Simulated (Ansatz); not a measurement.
Crystal: Ni.

```
Ni
1.0
     0.00000    1.73757    1.73757
     1.73757    0.00000    1.73757
     1.73757    1.73757    0.00000
Ni
1
Direct
  0.00000 0.00000 0.00000
```

Base run:

- Program: Ansatz 0.2.0
- Functional: LDA
- Potentials or basis: all-electron LAPW, scalar-relativistic
- Cutoff: 320 eV (chosen from the basis error)
- Basis error allowed: 0.001 eV/atom
- k mesh: 13 × 13 × 13
- Occupations: fermi-dirac, width 0.05 eV
- Spin: collinear spin, ferromagnetic start
- Starting moments: [1.0] μB

Its results: pressure -10.3 GPa; net moment 0.62 μB per cell; site moments Ni +0.64 μB.

Task: The run is repeated on the same cell with these changes: functional from LDA to PBE. What comes out?

Result: Pressure 8.1 GPa; net moment 0.63 μB per cell; site moments Ni +0.65 μB.

PBE binds less tightly than LDA, so the same cell stands under more pressure.
